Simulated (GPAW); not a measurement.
# Pd (Fm-3m) in GPAW: settings compared

Aim: see how the results for Pd move with the level of theory and the settings. Levels: PBEsol+D3(BJ), PBEsol+D4, RPBE+D3(BJ), LDA. Tasks: relaxation of cell and atoms, single point.

All numbers are computed with GPAW 26.7.0; they aren't measurements. Logs are shortened: lines on timing, memory, paths and dates and some standing lists are left out, and cuts for length are marked. The log counts tension as positive stress, the text compression.

## Step 1: The crystal as given

The structure is cubic, space group Fm-3m (No. 225). The conventional cell has a = 3.893 Å, b = 3.893 Å, c = 3.893 Å, α = 90.00°, β = 90.00°, γ = 90.00°. Pd (site symmetry m-3m) has 12 Pd at 2.75 Å as nearest neighbours.

## Step 2: Relaxation of cell and atoms, PBEsol+D3(BJ)

File run.py:

```python
from ase.calculators.mixing import SumCalculator
from ase.filters import FrechetCellFilter
from ase.io import read, write
from ase.optimize import FIRE
from dftd3.ase import DFTD3
from gpaw import GPAW, PW, setup_paths

setup_paths.insert(0, '.')

atoms = read('POSCAR')

calc = GPAW(mode=PW(600),
            xc='PBEsol',
            kpts={'size': (12, 12, 12), 'gamma': True},
            occupations={'name': 'fermi-dirac', 'width': 0.05},
            nbands=17,
            convergence={'density': 1e-05, 'forces': 0.0001},
            maxiter=150,
            txt='gpaw.txt')
atoms.calc = SumCalculator([calc, DFTD3(method='pbesol', damping='d3bj')])
opt = FIRE(FrechetCellFilter(atoms), trajectory='relax.traj', logfile='-')
done = opt.run(fmax=0.02, steps=40)
calc.write('gs.gpw')
write('result.traj', atoms)
print('Converged:', done)
print('Cell:', atoms.cell.cellpar().round(4))
print('Volume:', round(atoms.get_volume(), 4))
print(atoms.get_scaled_positions().round(5))
```

File POSCAR:

```
Pd
1.0
    0.0000000000      1.9465000000      1.9465000000
    1.9465000000      0.0000000000      1.9465000000
    1.9465000000      1.9465000000      0.0000000000
Pd
1
Direct
    0.0000000000      0.0000000000      0.0000000000
```

Potentials or basis: PAW data sets generated in the run's folder for this functional, pw.

Launch:

```console
gpaw-setup -f PBEsol Pd
OMP_NUM_THREADS=1 python run.py
```

gpaw.txt:

```text
__  _  _
 | _ |_)|_||  |
 |__||  | ||/\| - 26.7.0

Input parameters:
  mode=PW(ecut=600.0),
  convergence={'density': 1e-05, 'forces': 0.0001},
  kpts=MonkhorstPack(size=(12, 12, 12), gamma=True),
  maxiter=150,
  nbands=17,
  occupations=Occupations(name='fermi-dirac', width=0.05),
  xc=XC(name='PBEsol')

Diagonalizing LCAO Hamiltonian
Converting LCAO to pw mode

       Pd

Atoms  # Å, Bohr magnetons
|   | symbol |        x |        y |        z |    initial magnetic moments |
|---|--------|----------|----------|----------|-----------------------------|
| 0 |     Pd | 0.000000 | 0.000000 | 0.000000 | ( 0.0000,  0.0000,  0.0000) |

Unit cell  # Å
| periodic |        x |        y |        z |  lengths |    angles |
|----------|----------|----------|----------|----------|-----------|
|      yes | 0.000000 | 1.946500 | 1.946500 | 2.752767 | 60.000000 |
|      yes | 1.946500 | 0.000000 | 1.946500 | 2.752767 | 60.000000 |
|      yes | 1.946500 | 1.946500 | 0.000000 | 2.752767 | 60.000000 |

Number of symmetries: 48
Symmetry operations  # r_c * U_cc + t_c -> r_c
|    | kind |            matrix            |
|----|------|------------------------------|
|  0 |  σ   |  1, 0, 0,  1, 0,-1,  1,-1, 0 |
|  1 |  C2  |  1, 0, 0,  1,-1, 0,  1, 0,-1 |
|  2 |  E   |  1, 0, 0,  0, 1, 0,  0, 0, 1 |
|  3 |  σ   |  1, 0, 0,  0, 0, 1,  0, 1, 0 |
|  4 |  C4  |  1, 0,-1,  1, 0, 0,  1,-1, 0 |
|  5 |  S6  |  1, 0,-1,  1,-1, 0,  1, 0, 0 |
|  6 |  σ   |  1, 0,-1,  0, 1,-1,  0, 0,-1 |
|  7 |  C3  |  1, 0,-1,  0, 0,-1,  0, 1,-1 |
|  8 |  S6  |  1,-1, 0,  1, 0, 0,  1, 0,-1 |
[... 205 lines left out ...]
Stress tensor  # eV/Ang^3
|         x |         y |         z |
|-----------|-----------|-----------|
|  0.015594 | -0.000000 | -0.000000 |
| -0.000000 |  0.015594 |  0.000000 |
| -0.000000 |  0.000000 |  0.015594 |

Forces  # eV/Ang
|        x |       y |        z |
|----------|---------|----------|
| -0.00000 | 0.00000 | -0.00000 |  # Pd   0

Interpolating wave functions to new cell

       Pd

Atoms  # Å, Bohr magnetons
|   | symbol |         x |        y |         z |    initial magnetic moments |
|---|--------|-----------|----------|-----------|-----------------------------|
| 0 |     Pd | -0.000000 | 0.000000 | -0.000000 | ( 0.0000,  0.0000,  0.0000) |

Unit cell  # Å
| periodic |         x |        y |        z |  lengths |    angles |
|----------|-----------|----------|----------|----------|-----------|
|      yes | -0.000000 | 1.929837 | 1.929837 | 2.729202 | 60.000000 |
|      yes |  1.929837 | 0.000000 | 1.929837 | 2.729202 | 60.000000 |
|      yes |  1.929837 | 1.929837 | 0.000000 | 2.729202 | 60.000000 |

Number of symmetries: 48
Symmetry operations  # r_c * U_cc + t_c -> r_c
|    | kind |            matrix            |
|----|------|------------------------------|
|  0 |  σ   |  1, 0, 0,  1, 0,-1,  1,-1, 0 |
|  1 |  C2  |  1, 0, 0,  1,-1, 0,  1, 0,-1 |
|  2 |  E   |  1, 0, 0,  0, 1, 0,  0, 0, 1 |
|  3 |  σ   |  1, 0, 0,  0, 0, 1,  0, 1, 0 |
|  4 |  C4  |  1, 0,-1,  1, 0, 0,  1,-1, 0 |
|  5 |  S6  |  1, 0,-1,  1,-1, 0,  1, 0, 0 |
|  6 |  σ   |  1, 0,-1,  0, 1,-1,  0, 0,-1 |
|  7 |  C3  |  1, 0,-1,  0, 0,-1,  0, 1,-1 |
|  8 |  S6  |  1,-1, 0,  1, 0, 0,  1, 0,-1 |
[... 204 lines left out ...]
Stress tensor  # eV/Ang^3
|         x |         y |         z |
|-----------|-----------|-----------|
| -0.017373 |  0.000000 |  0.000000 |
|  0.000000 | -0.017373 | -0.000000 |
|  0.000000 | -0.000000 | -0.017373 |

Forces  # eV/Ang
|        x |        y |        z |
|----------|----------|----------|
| -0.00000 | -0.00000 | -0.00000 |  # Pd   0

Interpolating wave functions to new cell

       Pd

Atoms  # Å, Bohr magnetons
|   | symbol |         x |         y |         z |    initial magnetic moments |
|---|--------|-----------|-----------|-----------|-----------------------------|
| 0 |     Pd | -0.000000 | -0.000000 | -0.000000 | ( 0.0000,  0.0000,  0.0000) |

Unit cell  # Å
| periodic |         x |        y |        z |  lengths |    angles |
|----------|-----------|----------|----------|----------|-----------|
|      yes | -0.000000 | 1.905758 | 1.905758 | 2.695149 | 60.000000 |
|      yes |  1.905758 | 0.000000 | 1.905758 | 2.695149 | 60.000000 |
|      yes |  1.905758 | 1.905758 | 0.000000 | 2.695149 | 60.000000 |

Number of symmetries: 48
Symmetry operations  # r_c * U_cc + t_c -> r_c
|    | kind |            matrix            |
|----|------|------------------------------|
|  0 |  σ   |  1, 0, 0,  1, 0,-1,  1,-1, 0 |
|  1 |  C2  |  1, 0, 0,  1,-1, 0,  1, 0,-1 |
|  2 |  E   |  1, 0, 0,  0, 1, 0,  0, 0, 1 |
|  3 |  σ   |  1, 0, 0,  0, 0, 1,  0, 1, 0 |
|  4 |  C4  |  1, 0,-1,  1, 0, 0,  1,-1, 0 |
|  5 |  S6  |  1, 0,-1,  1,-1, 0,  1, 0, 0 |
|  6 |  σ   |  1, 0,-1,  0, 1,-1,  0, 0,-1 |
|  7 |  C3  |  1, 0,-1,  0, 0,-1,  0, 1,-1 |
|  8 |  S6  |  1,-1, 0,  1, 0, 0,  1, 0,-1 |
[... 883 lines left out ...]
SCF iterations
|iter     | |      energy | eigst |  dens |force |
|---------|-|-------------|-------|-------|------|
|iter:   1| |   -4.587902 | -2.38 |       |      |
|iter:   2| |   -4.587496 | -5.26 | -2.39 |      |
|iter:   3| |   -4.586408c| -4.40 | -2.45 |      |
|iter:   4| |   -4.586439c| -6.34 | -3.28 |      |
|iter:   5| |   -4.586461c| -6.68 | -3.54 |      |
|iter:   6| |   -4.586461c| -8.04c| -4.58 |      |
|iter:   7| |   -4.586461c| -8.77c| -4.84 |      |
|iter:   8| |   -4.586461c|-10.10c| -6.38c|      |
|iter:   9| |   -4.586461c|-10.72c| -6.95c|-25.45c|

Converged in 9 steps
Energy contributions relative to reference atoms: (reference = -137160.600186)

Energy contributions:
  Kinetic:          -1.855612
  Coulomb:          -2.390478
  Zero:             -0.147703
  External:          0.000000
  Xc:               -0.183589
  Entropy:          -0.018157
  Spinorbit:         0.000000
  ----------------------------
  Free energy:      -4.595539
  Extrapolated:     -4.586461
[... 28 lines left out ...]
Stress tensor  # eV/Ang^3
|         x |         y |         z |
|-----------|-----------|-----------|
| -0.051588 | -0.000000 | -0.000000 |
| -0.000000 | -0.051588 | -0.000000 |
| -0.000000 | -0.000000 | -0.051588 |

Forces  # eV/Ang
|        x |       y |       z |
|----------|---------|---------|
| -0.00000 | 0.00000 | 0.00000 |  # Pd   0

Interpolating wave functions to new cell

       Pd
[... 175 lines left out ...]
SCF iterations
|iter     | |      energy | eigst |  dens |force |
|---------|-|-------------|-------|-------|------|
|iter:   1| |   -4.592634 | -2.32 |       |      |
|iter:   2| |   -4.592152 | -5.19 | -2.35 |      |
|iter:   3| |   -4.590882c| -4.34 | -2.41 |      |
|iter:   4| |   -4.590918c| -6.27 | -3.25 |      |
|iter:   5| |   -4.590944c| -6.60 | -3.51 |      |
|iter:   6| |   -4.590944c| -8.89c| -4.53 |      |
|iter:   7| |   -4.590944c| -9.07c| -4.80 |      |
|iter:   8| |   -4.590944c|-10.09c| -6.32c|      |
|iter:   9| |   -4.590944c|-10.68c| -6.93c|-26.06c|

Converged in 9 steps
Energy contributions relative to reference atoms: (reference = -137160.600186)

Energy contributions:
  Kinetic:          -2.400887
  Coulomb:          -1.944331
  Zero:             -0.147616
  External:          0.000000
  Xc:               -0.088940
  Entropy:          -0.018341
  Spinorbit:         0.000000
  ----------------------------
  Free energy:      -4.600114
  Extrapolated:     -4.590944
[... 28 lines left out ...]
Stress tensor  # eV/Ang^3
|         x |         y |         z |
|-----------|-----------|-----------|
| -0.040846 | -0.000000 | -0.000000 |
| -0.000000 | -0.040846 | -0.000000 |
| -0.000000 | -0.000000 | -0.040846 |

Forces  # eV/Ang
|        x |       y |        z |
|----------|---------|----------|
| -0.00000 | 0.00000 | -0.00000 |  # Pd   0

Interpolating wave functions to new cell

       Pd
[... 227 lines left out ...]
Stress tensor  # eV/Ang^3
|         x |         y |         z |
|-----------|-----------|-----------|
| -0.041064 | -0.000000 | -0.000000 |
| -0.000000 | -0.041064 | -0.000000 |
| -0.000000 | -0.000000 | -0.041064 |

Forces  # eV/Ang
|        x |       y |       z |
|----------|---------|---------|
| -0.00000 | 0.00000 | 0.00000 |  # Pd   0

Interpolating wave functions to new cell

       Pd
[... 730 lines left out ...]
Atoms  # Å, Bohr magnetons
|   | symbol |         x |         y |         z |    initial magnetic moments |
|---|--------|-----------|-----------|-----------|-----------------------------|
| 0 |     Pd | -0.000000 | -0.000000 | -0.000000 | ( 0.0000,  0.0000,  0.0000) |

Unit cell  # Å
| periodic |         x |         y |         z |  lengths |    angles |
|----------|-----------|-----------|-----------|----------|-----------|
|      yes | -0.000000 |  1.918074 |  1.918074 | 2.712566 | 60.000000 |
|      yes |  1.918074 | -0.000000 |  1.918074 | 2.712566 | 60.000000 |
|      yes |  1.918074 |  1.918074 | -0.000000 | 2.712566 | 60.000000 |

Number of symmetries: 48
Symmetry operations  # r_c * U_cc + t_c -> r_c
|    | kind |            matrix            |
|----|------|------------------------------|
|  0 |  σ   |  1, 0, 0,  1, 0,-1,  1,-1, 0 |
|  1 |  C2  |  1, 0, 0,  1,-1, 0,  1, 0,-1 |
|  2 |  E   |  1, 0, 0,  0, 1, 0,  0, 0, 1 |
|  3 |  σ   |  1, 0, 0,  0, 0, 1,  0, 1, 0 |
|  4 |  C4  |  1, 0,-1,  1, 0, 0,  1,-1, 0 |
|  5 |  S6  |  1, 0,-1,  1,-1, 0,  1, 0, 0 |
|  6 |  σ   |  1, 0,-1,  0, 1,-1,  0, 0,-1 |
|  7 |  C3  |  1, 0,-1,  0, 0,-1,  0, 1,-1 |
|  8 |  S6  |  1,-1, 0,  1, 0, 0,  1, 0,-1 |
[... 688 lines left out ...]
Stress tensor  # eV/Ang^3
|         x |         y |         z |
|-----------|-----------|-----------|
| -0.046081 |  0.000000 | -0.000000 |
|  0.000000 | -0.046081 | -0.000000 |
| -0.000000 | -0.000000 | -0.046081 |

Forces  # eV/Ang
|       x |        y |        z |
|---------|----------|----------|
| 0.00000 | -0.00000 | -0.00000 |  # Pd   0

# Writing to gs.gpw (mode='')
```

Wall time 1.9 min (1 thread of Arm Neoverse V1, shared host); peak memory 0.22 GiB.

Results:

* Free energy: -5.2486 eV
* Relaxed volume: 14.09 Å³/atom
* Relaxed cell: a = 2.711 Å, b = 2.711 Å, c = 2.711 Å, α = 60.00°, β = 60.00°, γ = 60.00°
* Space group after relaxing (to 0.05 Å): Fm-3m (No. 225)
* Energy gained by relaxing: 21.0 meV/atom
* Ionic steps: 14
* Pressure after relaxing: -0.1 GPa
* Band gap on the k mesh: none (metal or under the smearing width)
* Dispersion energy per atom: -0.651 eV

Step by step:
| step | energy change (eV) | largest force (eV/Å) | pressure (GPa) | volume (Å³) |
| --- | --- | --- | --- | --- |
| 1 | 0.0000 | 0.0000 | -9.34 | 14.75 |
| 2 | -0.0167 | 0.0000 | -4.41 | 14.37 |
| 3 | -0.0180 | 0.0000 | 4.23 | 13.84 |
| 4 | -0.0189 | 0.0000 | 3.54 | 13.88 |
| 5 | -0.0201 | 0.0000 | 2.29 | 13.95 |
| 6 | -0.0209 | 0.0000 | 0.73 | 14.04 |
| 7 | -0.0208 | 0.0000 | -0.89 | 14.14 |
| 8 | -0.0208 | 0.0000 | -0.85 | 14.14 |
| 9 | -0.0208 | 0.0000 | -0.79 | 14.14 |
| 10 | -0.0208 | 0.0000 | -0.69 | 14.13 |
| 11 | -0.0209 | 0.0000 | -0.57 | 14.12 |
| 12 | -0.0209 | 0.0000 | -0.43 | 14.11 |
| 13 | -0.0209 | 0.0000 | -0.27 | 14.10 |
| 14 | -0.0210 | 0.0000 | -0.10 | 14.09 |

Final structure:
```
Pd
1.0
     0.00000    1.91715    1.91715
     1.91715    0.00000    1.91715
     1.91715    1.91715    0.00000
Pd
1
Direct
  0.00000 0.00000 0.00000
```

Caveat: later steps reuse the first step's grids; pairwise dispersion overbinds metals, which lowers pressure and volume.

## Step 3: Relaxation of cell and atoms, PBEsol+D4

Edit run.py of step 2 so:

```diff
@@ -3,4 +3,4 @@
 from ase.io import read, write
-from ase.optimize import FIRE
-from dftd3.ase import DFTD3
+from ase.optimize import BFGS
+from dftd4.ase import DFTD4
 from gpaw import GPAW, PW, setup_paths
@@ -19,5 +19,5 @@
             txt='gpaw.txt')
-atoms.calc = SumCalculator([calc, DFTD3(method='pbesol', damping='d3bj')])
-opt = FIRE(FrechetCellFilter(atoms), trajectory='relax.traj', logfile='-')
-done = opt.run(fmax=0.02, steps=40)
+atoms.calc = SumCalculator([calc, DFTD4(method='pbesol')])
+opt = BFGS(FrechetCellFilter(atoms), trajectory='relax.traj', logfile='-')
+done = opt.run(fmax=0.05, steps=40)
 calc.write('gs.gpw')
```

POSCAR is that of step 2.

Potentials or basis: PAW data sets generated in the run's folder for this functional, pw.

Launch:

```console
gpaw-setup -f PBEsol Pd
OMP_NUM_THREADS=1 python run.py
```

Wall time 35 s (1 thread of Arm Neoverse V1, shared host); peak memory 0.17 GiB.

Results (log left out):

```yaml
Free_energy: -4.9002 eV
Relaxed_volume: 14.36 Å³/atom
Relaxed_cell: a = 2.728 Å, b = 2.728 Å, c = 2.728 Å, α = 60.00°, β = 60.00°, γ = 60.00°
Space_group_after_relaxing_to_0.05_Å: Fm-3m (No. 225)
Energy_gained_by_relaxing: 7.1 meV/atom
Ionic_steps: 3
Pressure_after_relaxing: 0.1 GPa
Band_gap_on_the_k_mesh: none (metal or under the smearing width)
Dispersion_energy_per_atom: -0.294 eV
```

The path:
| step | energy change (eV) | largest force (eV/Å) | pressure (GPa) | volume (Å³) |
| --- | --- | --- | --- | --- |
| 1 | 0.0000 | 0.0000 | -5.38 | 14.75 |
| 2 | -0.0067 | 0.0000 | -1.20 | 14.44 |
| 3 | -0.0071 | 0.0000 | 0.06 | 14.35 |

Final structure:
```
Pd
1.0
     0.00000    1.92897    1.92897
     1.92897    0.00000    1.92897
     1.92897    1.92897    0.00000
Pd
1
Direct
  0.00000 0.00000 0.00000
```

Levels at points of the mesh, in eV from the Fermi level:
```tsv
k point	band 4	band 5	band 6	band 7	band 8	band 9	band 10	band 11	band 12	band 13
(0.00, 0.00, 0.00)	-7.41	-2.96	-2.96	-2.96	-1.26	-1.26	17.46	22.64	22.64	22.64
(0.50, 0.50, 0.00)	-5.64	-5.33	-0.02	0.33	0.33	3.27	11.02	13.59	13.59	21.88
(0.50, 0.50, 0.50)	-5.53	-3.01	-3.01	0.00	0.00	0.87	7.52	16.77	22.23	22.23
```

Caveat: later steps reuse the first step's grids; pairwise dispersion overbinds metals, which lowers pressure and volume.

## Step 4: Relaxation of cell and atoms, RPBE+D3(BJ)

File run.py:

```python
from ase.calculators.mixing import SumCalculator
from ase.filters import FrechetCellFilter
from ase.io import read, write
from ase.optimize import LBFGS
from dftd3.ase import DFTD3
from gpaw import GPAW, PW

atoms = read('POSCAR')

calc = GPAW(mode=PW(600),
            xc='RPBE',
            kpts={'size': (12, 12, 12), 'gamma': True},
            occupations={'name': 'fermi-dirac', 'width': 0.05},
            nbands=17,
            convergence={'density': 1e-05, 'forces': 0.0001},
            maxiter=150,
            txt='gpaw.txt')
atoms.calc = SumCalculator([calc, DFTD3(method='rpbe', damping='d3bj')])
opt = LBFGS(FrechetCellFilter(atoms), trajectory='relax.traj', logfile='-')
done = opt.run(fmax=0.02, steps=100)
calc.write('gs.gpw')
write('result.traj', atoms)
print('Converged:', done)
print('Cell:', atoms.cell.cellpar().round(4))
print('Volume:', round(atoms.get_volume(), 4))
print(atoms.get_scaled_positions().round(5))
```

POSCAR is that of step 3.

Potentials or basis: the program's PAW data sets (release 1.2.1) made for this functional, pw.

Launch:

```console
OMP_NUM_THREADS=1 python run.py
```

It took 37 s on 1 thread of Arm Neoverse V1, shared host; peak memory 0.18 GiB.

It converged, with:

| Quantity | Value |
| --- | --- |
| Free energy | -6.9025 eV |
| Relaxed volume | 12.96 Å³/atom |
| Relaxed cell | a = 2.637 Å, b = 2.637 Å, c = 2.637 Å, α = 60.00°, β = 60.00°, γ = 60.00° |
| Space group after relaxing (to 0.05 Å) | Fm-3m (No. 225) |
| Energy gained by relaxing | 191.6 meV/atom |
| Ionic steps | 4 |
| Pressure after relaxing | 0.0 GPa |
| Band gap on the k mesh | none (metal or under the smearing width) |
| Dispersion energy per atom | -3.988 eV |

Step by step:
| step | energy change (eV) | largest force (eV/Å) | pressure (GPa) | volume (Å³) |
| --- | --- | --- | --- | --- |
| 1 | 0.0000 | 0.0000 | -29.80 | 14.75 |
| 2 | -0.1897 | 0.0000 | -3.64 | 13.11 |
| 3 | -0.1915 | 0.0000 | 0.87 | 12.93 |
| 4 | -0.1916 | 0.0000 | -0.01 | 12.96 |

Final structure:
```
Pd
1.0
     0.00000    1.86448    1.86448
     1.86448    0.00000    1.86448
     1.86448    1.86448    0.00000
Pd
1
Direct
  0.00000 0.00000 0.00000
```

Levels at points of the mesh, in eV from the Fermi level:
| k point | band 5 | band 6 | band 7 | band 8 | band 9 | band 10 | band 11 | band 12 |
| --- | --- | --- | --- | --- | --- | --- | --- | --- |
| (0.00, 0.00, 0.00) | -3.46 | -3.46 | -3.46 | -1.49 | -1.49 | 17.63 | 23.47 | 23.47 |
| (0.50, 0.50, 0.00) | -6.21 | -0.04 | 0.40 | 0.40 | 3.45 | 12.27 | 14.45 | 14.45 |
| (0.50, 0.50, 0.50) | -3.53 | -3.53 | 0.00 | 0.00 | 0.79 | 8.53 | 16.96 | 23.65 |

Caveat: later steps reuse the first step's grids; the volume moved by -12 % from the deposited cell, more than functionals usually miss; pairwise dispersion overbinds metals, which lowers pressure and volume.

## Step 5: Single point, LDA

File run.py:

```python
from ase.dft.bandgap import bandgap
from ase.io import read, write
from ase.units import GPa
from gpaw import GPAW, PW

atoms = read('Pd.xyz')

calc = GPAW(mode=PW(400),
            xc='LDA',
            kpts={'size': (9, 9, 9), 'gamma': True},
            occupations={'name': 'fermi-dirac', 'width': 0.05},
            nbands=17,
            convergence={'density': 1e-05, 'energy': 1e-05},
            maxiter=80,
            txt='gpaw.txt')
atoms.calc = calc
energy = atoms.get_potential_energy()
forces = atoms.get_forces()
stress = atoms.get_stress()
calc.write('gs.gpw')
write('result.traj', atoms)
print(f'Energy: {energy:.6f} eV')
print('Forces (eV/A):')
print(forces.round(4))
print('Stress (GPa):', (stress / GPa).round(3))
print('Fermi level:', round(calc.get_fermi_level(), 4), 'eV')
print(f'Gap: {bandgap(calc)[0]:.4f} eV, direct: {bandgap(calc, direct=True)[0]:.4f} eV')
```

File Pd.xyz:

```xyz
1
Lattice="0.0000000000 1.9465000000 1.9465000000 1.9465000000 0.0000000000 1.9465000000 1.9465000000 1.9465000000 0.0000000000" Properties=species:S:1:pos:R:3 pbc="T T T"
Pd     0.0000000000      0.0000000000      0.0000000000
```

Launch:

```console
OMP_NUM_THREADS=1 python run.py
```

Wall time 5 s (1 thread of Arm Neoverse V1, shared host); peak memory 0.12 GiB.

These settings aren't checked as converged: the numbers below hold their error.

Results:

| Item | Value |
| --- | --- |
| Free energy | -5.1812 eV |
| Pressure | -11.5 GPa |
| Band gap on the k mesh | none (metal or under the smearing width) |

Caveat: the cutoff is short for stress and forces, so pressures can be off by a GPa or more.

## Step 6: Overview

| level | potentials or basis | optimizer | fmax | max steps | gap on the mesh (eV) | pressure (GPa) | relaxed volume (Å³/atom) |
| --- | --- | --- | --- | --- | --- | --- | --- |
| PBEsol+D3(BJ) | PAW data sets generated in the run's folder for this functional, pw | FIRE | 0.02 eV/Å | 40 | none | -0.1 | 14.09 |
| PBEsol+D4 | PAW data sets generated in the run's folder for this functional, pw | BFGS | 0.05 eV/Å | 40 | none | 0.1 | 14.36 |
| RPBE+D3(BJ) | the program's PAW data sets (release 1.2.1) made for this functional, pw | LBFGS | 0.02 eV/Å | 100 | none | 0.0 | 12.96 |

Alike in all rows: task relaxation of cell and atoms; no spin polarisation; cell relaxed; k mesh 12 × 12 × 12; cutoff (eV) 600; smearing fermi-dirac 0.05 eV.

Caveats: later steps reuse the first step's grids; pairwise dispersion overbinds metals, which lowers pressure and volume; the volume moved by -12 % from the deposited cell, more than functionals usually miss (some runs).

Absolute energies hang on the potentials; compare differences alone.
